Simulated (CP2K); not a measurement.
MgO2:

```
Mg O
1.0
     3.95494    0.00000    0.00000
     2.65264    2.93344    0.00000
     2.65264    1.17764    2.68667
Mg O
1 2
Direct
  0.00000 0.00000 0.00000
  0.57121 0.57121 0.57121
  0.42879 0.42879 0.42879
```

The cell comes from a database or a generator and needn't be the stable form of this composition.

Program: CP2K 2026.2. Alike in all runs: task band structure; no spin polarisation; cell as given; k mesh 10 × 10 × 10.

Question: Order these runs on this cell by their band gap on the k mesh, lowest first.
A. level TASK; potentials or basis POTENTIAL_UZH Mg GTH-SCAN-q10, O GTH-SCAN-q6; TZVP-MOLOPT-SCAN-GTH basis; smearing fermi-dirac 0.05 eV; EPS_DEFAULT 1.0E-9; NGRIDS 5
B. level r2SCAN; potentials or basis POTENTIAL_UZH Mg GTH-SCAN-q10, O GTH-SCAN-q6; TZVP-MOLOPT-SCAN-GTH basis; smearing fermi-dirac 0.0259 eV; EPS_DEFAULT 1.0E-10; NGRIDS 4
C. level TB-mBJ; potentials or basis POTENTIAL_UZH Mg GTH-PBE-q10, O GTH-PBE-q6; TZVP-MOLOPT-PBE-GTH basis; smearing fermi-dirac 0.1 eV; EPS_DEFAULT 1.0E-9; NGRIDS 5

Answer: B (2.92 eV), C (3.20 eV), A (3.43 eV).

Caveats: the basis of atomic orbitals isn't converged, which shifts pressures, moduli and gaps; this is a model potential without an energy functional, so only levels have meaning (some runs).

